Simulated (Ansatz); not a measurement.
A run of Ansatz 0.2.0 is set up as follows.

The input input.yaml:

```yaml
crystal:
  lattice:
    - [3.5230547267, 0.0, 0.0]
    - [0.0, 3.5230547267, 0.0]
    - [0.0, 0.0, 3.5230547267]
  atoms:
    - { symbol: Ni, position: [0.5, 0.5, 0.0], spin: 1.0 }
    - { symbol: Ni, position: [0.5, 0.0, 0.5], spin: 1.0 }
    - { symbol: Ni, position: [0.0, 0.5, 0.5], spin: 1.0 }
    - { symbol: Al, position: [0.0, 0.0, 0.0] }
hamiltonian:
  xc: pbe
  pseudopotentials: { kind: paw }
  hubbard: { sites: [{ species: Ni, l: d, u_eff: 8.0 }] }
magnetization:
  spin_polarized: true
kpoints:
  mp_grid: { grid: [6, 6, 6] }
scf:
  occupations: { method: fermi_dirac, width: 0.05 }
  n_extra_bands: 10
output:
  forces: true
  stress: true
  eigenvalues: true
  dos: { projected: false, de: 0.05, nscf_kmesh: { grid: [9, 9, 9] } }
```

Potentials or basis: Ansatz PAW.

Command:

```bash
$ ansatz run input.yaml --threads 2 --pin off --max-ram 5632MiB --backend cpu --events-out ev --progress --plain --runs-dir out
```

**Question.** Estimate the density of states at the Fermi level.

**Answer.** 0.80 states/eV per cell.

**Question.** Estimate the site moments.

**Answer.** Ni +0.89; Al -0.00 μB.

States per cell in windows of 0.5 eV (zero at the Fermi level; states under -8 eV left out):
```
from (eV)    up  down
     -8.0  0.59  0.36
     -7.5  1.74  0.38
     -7.0  2.58  1.44
     -6.5  1.41  1.70
     -6.0  2.75  1.06
     -5.5  1.27  2.08
     -5.0  1.76  1.16
     -4.5  1.69  1.20
     -4.0  0.83  2.05
     -3.5  0.26  1.33
     -3.0  0.26  0.49
     -2.5  0.19  0.17
     -2.0  0.16  0.07
     -1.5  0.22  0.26
     -1.0  0.28  0.53
     -0.5  0.25  0.37
      0.0  0.27  0.19
      0.5  0.24  0.28
      1.0  0.20  0.17
      1.5  0.18  0.20
      2.0  0.16  0.72
      2.5  0.15  1.35
      3.0  0.19  0.77
      3.5  0.25  0.24
      4.0  0.33  0.31
      4.5  0.28  0.34
      5.0  0.26  0.28
      5.5  0.28  0.26
      6.0  0.32  0.27
      6.5  0.33  0.31
      7.0  0.35  0.34
      7.5  0.40  0.37
```

Caveat: the magnetic or orbital state may not be the lowest; the U is typed as a test and isn't derived for this compound; the density of states is complete only up to the lowest level of the last band computed. The state reached can hang on the start; a lower one may exist.
